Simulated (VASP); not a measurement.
Write the native input for VASP 6.6.1 that does the following.

| Item | Value |
| --- | --- |
| Task | relaxation of cell and atoms |
| Functional | PBE |
| Potentials or basis | VASP PAW PBE potentials, release 64 (Ag, Cl) |
| Cutoff | 600 eV |
| k mesh | 8 × 8 × 8 |
| Occupations | gaussian, width 0.03 eV |
| Spin | no spin polarisation |
| Further INCAR settings | ALGO = Normal; EDIFF = 1e-06; IBRION = 2; EDIFFG = -0.01; NSW = 90; ISIF = 3 |

The structure of AgCl (Chlorargyrite) lies in POSCAR:

```
AgCl
1.0
    0.0000000000      2.7350000000      2.7350000000
    2.7350000000      0.0000000000      2.7350000000
    2.7350000000      2.7350000000      0.0000000000
Ag Cl
1 1
Direct
    0.0000000000      0.0000000000      0.0000000000
    0.5000000000      0.5000000000      0.5000000000
```

These files were run (other wordings do the same):

INCAR

```
SYSTEM = AgCl
PREC = Accurate
ENCUT = 600
EDIFF = 1E-6
ISMEAR = 0
SIGMA = 0.03
LREAL = .False.
LASPH = .True.
NELM = 80
ALGO = Normal
ISIF = 3
LWAVE = .False.
LCHARG = .False.
GGA = PE
IBRION = 2
NSW = 90
EDIFFG = -0.01
```

KPOINTS

```
regular mesh
0
Gamma
  8 8 8
  0 0 0
```

Potentials or basis: VASP PAW PBE potentials, release 64 (Ag, Cl).

Command:

```bash
$ cat potpaw_PBE.64/Ag/POTCAR potpaw_PBE.64/Cl/POTCAR > POTCAR
$ mpirun -np 1 vasp_std > vasp.out
```

Results of the run:

| Item | Value |
| --- | --- |
| Relaxed volume | 22.03 Å³/atom |
| Relaxed cell | a = 3.964 Å, b = 3.964 Å, c = 3.964 Å, α = 60.00°, β = 60.00°, γ = 60.00° |
| Space group after relaxing (to 0.05 Å) | Fm-3m (No. 225) |
| Energy gained by relaxing | 17.3 meV/atom |
| Ionic steps | 3 |
| Pressure after relaxing | 0.0 GPa |
| Band gap on the k mesh | 0.92 eV, indirect (least direct gap 3.08 eV) |

Wall time 14 s on 1 thread of Intel(R) Xeon(R) 6975P-C (Granite Rapids) (shared host), peak memory 0.19 GiB.
